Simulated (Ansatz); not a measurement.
**Al in Ansatz: the effect of functional**

Al:

```
Al
1.0
     2.81246    0.00000    0.00000
    -1.40623    2.43566    0.00000
     0.00000    0.00000    4.86685
Al
2
Direct
  0.33333 0.66667 0.25000
  0.66667 0.33333 0.75000
```

This isn't the form of Al at room conditions, which is fcc.

Alike in all runs:

```yaml
Program: Ansatz 0.2.0
Task: band structure
Potentials_or_basis: all-electron LAPW, scalar-relativistic
Basis_error_allowed: 0.001 eV/atom
k_mesh: 11 × 11 × 6
Occupations: fermi-dirac, width 0.05 eV
Spin: no spin polarisation
```

| functional | cutoff | pressure (GPa) |
| --- | --- | --- |
| PBE | 138 eV (chosen from the basis error) | 0.2 |
| LDA | 139 eV (chosen from the basis error) | ? |
| PBEsol | 138 eV (chosen from the basis error) | -1.3 |

Problem. What does the run with functional LDA give?

Solution. Pressure -3.0 GPa.
